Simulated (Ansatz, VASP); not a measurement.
# AlN in VASP and in Ansatz

```
Al N
1.0
     3.04370    0.00000    0.00000
    -1.52185    2.63592    0.00000
     0.00000    0.00000    4.84346
Al N
2 2
Direct
  0.33333 0.66667 0.99615
  0.66667 0.33333 0.49615
  0.33333 0.66667 0.37985
  0.66667 0.33333 0.87985
```

Alike in both runs: task single point; functional PBE; k mesh 12 × 12 × 7; occupations fermi-dirac, width 0.08 eV; no spin polarisation.

|  | VASP | Ansatz |
| --- | --- | --- |
| version | VASP 6.6.1 | Ansatz 0.2.0 |
| potentials or method | VASP PAW PBE potentials, release 64 (Al, N), cutoff 520 eV | all-electron LAPW, scalar-relativistic |

Ansatz gave:

- gap on the k mesh at the Fermi level (eV): 4.80
- pressure (GPa): 20.9

Problem. Estimate VASP's values.

Solution. gap on the k mesh at the Fermi level (eV): 4.81; pressure (GPa): 20.8.

Ansatz ran all-electron here, so the differences hold the error of VASP's frozen core and of both bases.

Caveats: so large a pressure means that the cell lies far from this level's equilibrium, or that cutoff or potentials fall short (VASP); an odd mesh through Γ misses points on the zone boundary, where band edges often lie.
